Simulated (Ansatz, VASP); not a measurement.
**Two plane-wave programs on Y**

INCAR

```
SYSTEM = Y
PREC = Accurate
ENCUT = 520
EDIFF = 1E-6
ISMEAR = -1
SIGMA = 0.1
LREAL = .False.
LASPH = .True.
NELM = 100
ALGO = Normal
ISIF = 2
LWAVE = .False.
LCHARG = .True.
GGA = RP
LELF = .True.
LVHAR = .True.
NBANDS = 12
```

The input KPOINTS:

```
regular mesh
0
Gamma
  11 11 11
  0 0 0
```

File POSCAR:

```
Y
1.0
    3.4523388133      0.0000000000      0.0000000000
    0.0000000000      3.4523388133      0.0000000000
    0.0000000000      0.0000000000      3.4523388133
Y
1
Direct
    0.0000000000      0.0000000000      0.0000000000
```

Input for Ansatz:

```yaml
crystal:
  lattice:
    - [3.4523388133, 0.0, 0.0]
    - [0.0, 3.4523388133, 0.0]
    - [0.0, 0.0, 3.4523388133]
  atoms:
    - { symbol: "Y", position: [0.0, 0.0, 0.0] }
hamiltonian:
  xc: rpbe
  pseudopotentials:
    kind: paw
    azcp:
      "Y": "pseudopotentials/Y.paw.azcp"
basis:
  ecutwfc: 420
  fft_grid_basis: typed
kpoints:
  mp_grid: { grid: [11, 11, 11], shift: [0, 0, 0] }
magnetization:
  spin_polarized: false
scf:
  occupations: { method: fermi_dirac, width: 0.1 }
  lower_state_search: "off"
output:
  stress: true
```

Alike in both runs: task single point; functional RPBE; k mesh 11 × 11 × 11; occupations fermi-dirac, width 0.1 eV; no spin polarisation.

|  | VASP | Ansatz |
| --- | --- | --- |
| version | VASP 6.6.1 | Ansatz 0.2.0 |
| potentials or method | VASP PAW PBE potentials, release 64 (Y_sv) | plane waves (420 eV) with PAW, scalar-relativistic |
| plane-wave cutoff (eV) | 520 | 420 |
| valence electrons in the cell | 11 | 11 |

```csv
,VASP,Ansatz,Ansatz less VASP
pressure (GPa),-2.4,-2.4,+0.05
```

Caveats: the PAW data sets were made with another functional, which shifts forces and pressure a little (VASP).
